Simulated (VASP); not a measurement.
# Te (R-3m) in VASP: notebook

The runs below take Te through single point, relaxation of cell and atoms, with PBE, PBEsol.

Program: VASP 6.6.1. These are calculated values, not measurements. Logs are shortened: lines on timing, memory, paths and dates and some standing lists are left out, and cuts for length are marked.

## (1) The crystal as given

The structure is trigonal, space group R-3m (No. 166). The conventional cell has a = 4.612 Å, b = 4.612 Å, c = 5.073 Å, α = 90.00°, β = 90.00°, γ = 120.00°. Te (site symmetry -3m) is surrounded by 6 Te at 3.15 Å.

This isn't the form of Te at room conditions, which is trigonal, of chains.

## (2) Single point, PBE

Contents of INCAR:

```
SYSTEM = Te
PREC     = Accurate       ! precision mode
ENCUT    = 500            ! plane-wave cutoff, eV
EDIFF    = 1E-7           ! SCF threshold, eV
ISMEAR   = 0              ! smearing method
SIGMA    = 0.02           ! smearing width, eV
LREAL    = .FALSE.        ! projectors in reciprocal space
LASPH    = .TRUE.         ! aspherical terms in the spheres
NELM     = 80             ! most SCF steps
ALGO     = Fast           ! electronic algorithm
ISIF     = 2              ! what is computed and relaxed
LWAVE    = .FALSE.        ! write WAVECAR
LCHARG   = .FALSE.        ! write CHGCAR
GGA      = PE             ! functional
```

Contents of KPOINTS:

```
regular mesh
0
G
  6 6 6
  0 0 0
```

Contents of POSCAR:

```
Te
1.0
    2.3059043427      1.3313144930      1.6909537039
   -2.3059043427      1.3313144930      1.6909537039
    0.0000000000     -2.6626289860      1.6909537039
Te
1
Direct
    0.5000000000      0.5000000000      0.5000000000
```

Potentials or basis: VASP PAW PBE potentials, release 64 (Te_GW).

Launch:

```bash
$ cat potpaw_PBE.64/Te_GW/POTCAR > POTCAR
$ mpirun -np 1 vasp_std > vasp.out
```

OUTCAR:

```text
SYSTEM = Te
   PREC = Accurate
   ENCUT = 500
   EDIFF = 1E-7
   ISMEAR = 0
   LREAL = .FALSE.
   LASPH = .TRUE.
   NELM = 80
   ISIF = 2
   GGA = PE

 ion  position               nearest neighbor table
   1  0.500  0.500  0.500-

  LATTYP: Found a trigonal (rhomboedric) cell.
 ALAT       =     3.1541904739
 COS(alpha) =    -0.0688991668

  Lattice vectors:

 A1 = (   2.3059043427,   1.3313144930,   1.6909537039)
 A2 = (  -2.3059043427,   1.3313144930,   1.6909537039)
 A3 = (   0.0000000000,  -2.6626289860,   1.6909537039)

Analysis of symmetry for initial positions (statically):
=====================================================================
 Subroutine PRICEL returns:
 Original cell was already a primitive cell.

 Routine SETGRP: Setting up the symmetry group for a
 trigonal (rhombohedral) supercell.

 Subroutine GETGRP returns: Found 12 space group operations
 (whereof 12 operations were pure point group operations)
 out of a pool of 12 trial point group operations.

The static configuration has the point symmetry D_3d.

Analysis of symmetry for dynamics (positions and initial velocities):
=====================================================================
 Subroutine PRICEL returns:
 Original cell was already a primitive cell.

 Routine SETGRP: Setting up the symmetry group for a
 trigonal (rhombohedral) supercell.

 Subroutine GETGRP returns: Found 12 space group operations
 (whereof 12 operations were pure point group operations)
 out of a pool of 12 trial point group operations.

The dynamic configuration has the point symmetry D_3d.

 Subroutine INISYM returns: Found 12 space group operations
 (whereof 12 operations are pure point group operations),
 and found     1 'primitive' translations

----------------------------------------------------------------------------------------

                                     Primitive cell

  volume of cell :      31.1462

  direct lattice vectors                    reciprocal lattice vectors
     2.305904343  1.331314493  1.690953704     0.216834667  0.125189553  0.197127415
    -2.305904343  1.331314493  1.690953704    -0.216834667  0.125189553  0.197127415
     0.000000000 -2.662628986  1.690953704     0.000000000 -0.250379107  0.197127415

  length of vectors
     3.154190474  3.154190474  3.154190474     0.318667405  0.318667405  0.318667405

[... 84 lines left out ...]
   NELM   =     80;   NELMIN=  2; NELMDL= -5     # of ELM steps
   EDIFF  = 0.1E-06   stopping-criterion for ELM
   LREAL  =      F    real-space projection
   EDIFFG = 0.1E-05   stopping-criterion for IOM
   NSW    =      0    number of steps for IOM
   IBRION =     -1    ionic relax: 0-MD 1-quasi-New 2-CG
   NFREE  =      0    steps in history (QN), initial steepest desc. (CG)
   ISIF   =      2    stress and relaxation
   ISYM   =      2    0-nonsym 1-usesym 2-fastsym
   POTIM  = 0.5000    time-step for ionic-motion
   TEBEG  =    0.0;   TEEND  =   0.0 temperature during run
   PSTRESS=    0.0 pullay stress
   NELECT =       6.0000    total number of electrons
   NUPDOWN=      -1.0000    fix difference up-down
   EMIN   =  10.00;   EMAX   =-10.00  energy-range for DOS
   EFERMI =   0.00;   METHOD = LEGACY
   ISMEAR =     0;   SIGMA  =   0.02  broadening in eV -4-tet -1-fermi 0-gaus
   EFERMI_NEDOS =   21; number of points for ismear=-14 and -15
   IALGO  =     68    algorithm
   IMIX   =      4    mixing-type and parameters
     AMIX     =   0.40;   BMIX     =  1.00
     AMIX_MAG =   1.60;   BMIX_MAG =  1.00
  volume/ion in A,a.u.               =      31.15       210.18
  Fermi-wavevector in a.u.,A,eV,Ry     =   0.945490  1.786717 12.162947  0.893951
  Thomas-Fermi vector in A             =   2.073397
   LORBIT       =      0    0 simple, 1 ext, 2 COOP (PROOUT), +10 PAW based schemes
   GGA     = PE    functional components
   LHFCALC =     F    Hartree Fock is set to
   AEXX    =    0.0000 exact exchange contribution
   IVDW    =     0    specifies the selected vdW correction
   LEPSILON=     F    determine dielectric tensor
   LRPA    =     F    only Hartree local field effects (RPA)
 non-spin polarized calculation
 RMM-DIIS sequential band-by-band and
 Gauss-broadening in eV      SIGMA  =   0.02
  energy-cutoff  :      500.00
  volume of cell :       31.15
 maximum number of plane-waves:       810
   NGX = 11   NGY = 11   NGZ = 11

 number of electron       5.9999999 magnetization

 Free energy of the ion-electron system (eV)
  ---------------------------------------------------
  ext. energy  EPLUGINS =         0.00000000
  ---------------------------------------------------
  free energy    TOTEN  =        -2.97665198 eV

  energy without entropy =       -2.97665134  energy(sigma->0) =       -2.97665166

 E-fermi :   7.0428     XC(G=0):  -9.5129

 val. band max:        6.9902581059   @ k =  -0.3333   0.1667   0.1667
 cond. band min:       7.0952848333   @ k =  -0.3333   0.1667   0.1667
 fundamental gap:      0.1050267274
 Fermi energy:         7.0427714947

 k-point     1 :       0.0000    0.0000    0.0000
  band No.  band energies     occupation
      1      -6.9004      2.00000
      2       8.0246      0.00000
      3       8.5164      0.00000
      4       8.5164      0.00000
      5      13.2512      0.00000
      6      13.2512      0.00000
      7      13.7963      0.00000
[... 301 lines left out ...]
 k-point    32 :       0.5000    0.5000    0.5000
  band No.  band energies     occupation
      1      -1.1607      2.00000
      2       3.6428      2.00000
      3       3.6428      2.00000
      4       4.5847      2.00000
      5      11.0235      0.00000
      6      11.0235      0.00000
      7      12.5053      0.00000

------------------------ aborting loop because EDIFF is reached ----------------------------------------

  FORCE on cell =-STRESS in cart. coord.  units (eV):
  Direction    XX          YY          ZZ          XY          YZ          ZX
  --------------------------------------------------------------------------------------
  -------------------------------------------------------------------------------------
  Total        0.2346141      0.2346141      0.5489538      0.0000000      0.0000000      0.0000000
  in kB       12.0686823     12.0686823     28.2384879      0.0000000      0.0000000      0.0000000
  external PRESSURE =      17.4586175 kB  Pullay stress =       0.0000000 kB

 VOLUME and BASIS-vectors are now :
 -----------------------------------------------------------------------------
  energy-cutoff  :      500.00
  volume of cell :       31.15
      direct lattice vectors                 reciprocal lattice vectors
     2.305904343  1.331314493  1.690953704     0.216834667  0.125189553  0.197127415
    -2.305904343  1.331314493  1.690953704    -0.216834667  0.125189553  0.197127415
     0.000000000 -2.662628986  1.690953704     0.000000000 -0.250379107  0.197127415

 POSITION                                       TOTAL-FORCE (eV/Angst)
 -----------------------------------------------------------------------------------
      0.00000      0.00000      2.53643         0.000000     -0.000000      0.000000
 -----------------------------------------------------------------------------------
    total drift:                                0.000000      0.000000     -0.000000

  FREE ENERGIE OF THE ION-ELECTRON SYSTEM (eV)
  ---------------------------------------------------
  free  energy   TOTEN  =        -2.9766519798 eV

  energy  without entropy=       -2.9766513443  energy(sigma->0) =       -2.97665166
```

OSZICAR:

```text
N       E                     dE             d eps       ncg     rms          rms(c)
DAV:   1     0.198781386292E+02    0.19878E+02   -0.26759E+03   448   0.686E+02
DAV:   2    -0.244943189443E+01   -0.22328E+02   -0.21916E+02   595   0.861E+01
DAV:   3    -0.296480290486E+01   -0.51537E+00   -0.51537E+00   532   0.171E+01
DAV:   4    -0.297355157633E+01   -0.87487E-02   -0.87487E-02   714   0.256E+00
DAV:   5    -0.297360727686E+01   -0.55701E-04   -0.55700E-04   560   0.170E-01    0.518E-01
RMM:   6    -0.297533825333E+01   -0.17310E-02   -0.58052E-04   534   0.279E-01    0.328E-01
RMM:   7    -0.297663636473E+01   -0.12981E-02   -0.22808E-03   574   0.495E-01    0.217E-02
RMM:   8    -0.297664847320E+01   -0.12108E-04   -0.20332E-04   636   0.148E-01    0.873E-03
RMM:   9    -0.297665154747E+01   -0.30743E-05   -0.44798E-05   640   0.656E-02    0.374E-03
RMM:  10    -0.297665206613E+01   -0.51867E-06   -0.54380E-06   605   0.248E-02    0.260E-03
RMM:  11    -0.297665185562E+01    0.21051E-06   -0.14781E-06   556   0.141E-02    0.447E-04
RMM:  12    -0.297665196455E+01   -0.10892E-06   -0.39553E-07   502   0.839E-03    0.102E-04
RMM:  13    -0.297665197981E+01   -0.15258E-07   -0.10424E-07   367   0.456E-03
   1 F= -.29766520E+01 E0= -.29766517E+01  d E =-.635475E-06
```

Run time: 4.6 s. Hardware: 1 thread of Intel Xeon Platinum 8488C (Sapphire Rapids), shared host; peak memory 0.13 GiB.

What came out:

* Free energy: -2.9767 eV
* Pressure: 1.7 GPa
* Band gap on the k mesh: none (metal or under the smearing width)

Stress tensor (GPa, compression positive):
```
1.21 0.00 0.00
0.00 1.21 0.00
0.00 0.00 2.82
```

## (3) Relaxation of cell and atoms, PBEsol

Contents of INCAR:

```
  PREC = Accurate
  ENCUT = 600
  EDIFF = 1E-6
  ISMEAR = -1
  SIGMA = 0.05
  LREAL = False
  LASPH = True
  NELM = 60
  ALGO = Fast
  ISIF = 3
  LWAVE = False
  LCHARG = False
  GGA = PS
  IBRION = 2
  NSW = 60
  EDIFFG = -0.01
```

Contents of KPOINTS:

```
regular mesh
0
Gamma
  7 7 7
```

POSCAR is that of step 2.

Potentials or basis: VASP PAW PBE potentials, release 64 (Te).

Launch:

```bash
$ cat potpaw_PBE.64/Te/POTCAR > POTCAR
$ mpirun -np 1 vasp_std > vasp.out
```

It took 18 s on 1 thread of Intel Xeon 6975P-C (Granite Rapids), shared host; peak memory 0.17 GiB.

The run converged. Its results:

```yaml
Free_energy: -3.4746 eV
Relaxed_volume: 31.01 Å³/atom
Relaxed_cell: a = 3.146 Å, b = 3.146 Å, c = 3.146 Å, α = 93.07°, β = 93.07°, γ = 93.07°
Space_group_after_relaxing_to_0.05_Å: R-3m (No. 166)
Energy_gained_by_relaxing: 1.3 meV/atom
Ionic_steps: 8
Pressure_after_relaxing: 0.0 GPa
Band_gap_on_the_k_mesh: none (metal or under the smearing width)
```

The path:
| step | energy change (eV) | largest force (eV/Å) | pressure (GPa) | volume (Å³) |
| --- | --- | --- | --- | --- |
| 1 | 0.0000 | 0.0000 | -0.42 | 31.15 |
| 2 | -0.0005 | 0.0000 | 0.40 | 30.78 |
| 3 | -0.0006 | 0.0000 | 0.15 | 30.86 |
| 4 | -0.0009 | 0.0000 | 0.12 | 30.90 |
| 5 | -0.0013 | 0.0000 | 0.05 | 30.99 |
| 6 | -0.0013 | 0.0000 | 0.05 | 30.98 |
| 7 | -0.0013 | 0.0000 | -0.07 | 31.04 |
| 8 | -0.0013 | 0.0000 | 0.00 | 31.01 |

Final structure:
```xyz
1
Lattice="2.2836 1.3184 1.7164 -2.2836 1.3184 1.7164 0.0000 -2.6369 1.7164" Properties=species:S:1:pos:R:3 pbc="T T T"
Te    0.0000    0.0000    2.5747
```

Levels at points of the mesh, in eV from the Fermi level:
```tsv
k point	band 1	band 2	band 3	band 4	band 5	band 6	band 7
(0.00, 0.00, 0.00)	-14.13	0.93	1.30	1.30	5.93	5.93	6.46
```

Caveat: the PAW data sets were made with another functional, which shifts forces and pressure a little. The run has no spin-orbit coupling, so splittings on Te are missing.
